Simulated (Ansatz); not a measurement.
**CsSnI₃: pressure against volume**

CsSnI₃, Pm-3m, a = 6.134 Å. The structure is a COD entry; whether it is the stable form wasn't checked. Ansatz: PBEsol, PAW, 420 eV, Γ-centred 6×6×6 mesh on 5 atoms, Gaussian smearing 0.01 eV; no spin polarisation. Symmetry fixes shape and atoms, so the cell is only scaled; pressure is positive in compression.

```
V (Å³/atom) P (GPa)
     43.391     1.30
     44.776     0.59
     46.161     0.02
     47.546    -0.48
     48.931        ?
```

Task: Take V0 = 46.161 Å³/atom, count pressures from its P0 = 0.02 GPa, fit the third-order Birch–Murnaghan form to the other rows, and predict the missing pressure.

Result: With the Eulerian strain f = ½[(V0/V)^(2/3) − 1] and y = (P − P0)/[3f(1 + 2f)^(5/2)], the form is the line y = B0 + 1.5 B0 (B0′ − 4) f. Rows (f, y): 0.02106, 18.27; 0.01026, 17.60; -0.00976, 17.94. Means f = 0.007187, y = 17.937; Σ(Δf)² = 0.0004891, ΣΔfΔy = 0.003533; the slope is their ratio. y = 17.88 + 7.224 f GPa, so B0 = 17.9 GPa and B0′ = 4 + 2 × (7.224)/(3 × 17.88) = 4.27. At V = 48.931, f = -0.01905, y = 17.742 and P = -0.90 GPa. The run gave -0.91 GPa, so the fit is 0.01 GPa too high, within the rms miss on the fitted rows (0.01 GPa). The form still works here, 33 % of the fitted range beyond its end.

Symmetry holds off the tilts and polar distortions that many cubic perovskites undergo.